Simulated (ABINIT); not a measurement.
## TiSi2: single point with PBEsol

Crystal: TiSi2.

```
Ti Si
1.0
    -1.47287    1.71213    4.21208
     1.47287   -1.71213    4.21208
     1.47287    1.71213   -4.21208
Ti Si
1 2
Direct
  0.00000 0.00000 0.00000
  0.67008 0.67008 0.00000
  0.32992 0.32992 0.00000
```

The cell comes from a database or a generator and needn't be the stable form of this composition.

* Program: ABINIT 10.8.3 (patched build)
* Task: single point
* Functional: PBEsol
* Potentials or basis: PseudoDojo NC SR PBEsol v0.4 stringent
* Cutoff: 1034 eV
* k mesh: 9 × 9 × 9
* Occupations: fermi-dirac, width 0.05 eV
* Spin: no spin polarisation

* Pressure: -3.8 GPa
* Largest force: 0.060 eV/Å
* Band gap on the k mesh: none (metal or under the smearing width)
* Valence electrons inside the program's atomic spheres: Ti 9.57; Si 1.72

Forces in eV/Å, atoms in the order of the input:
```
Ti   0.000  0.000  0.000
Si   0.000  0.000 -0.060
Si   0.000  0.000  0.060
```

Stress tensor (GPa, compression positive):
```
-3.37  0.00  0.00
 0.00 -3.41  0.00
 0.00  0.00 -4.56
```

Levels at points of the mesh, in eV from the Fermi level:
```csv
k point,band 7,band 8,band 9,band 10,band 11,band 12,band 13,band 14
"(0.00, 0.00, 0.00)",-4.14,-2.15,-0.63,0.75,2.03,2.41,3.13,3.85
```

Run time: 4.2 min on 1 thread of Intel(R) Xeon(R) 6975P-C (Granite Rapids), on a shared host, peak memory 0.19 GiB.
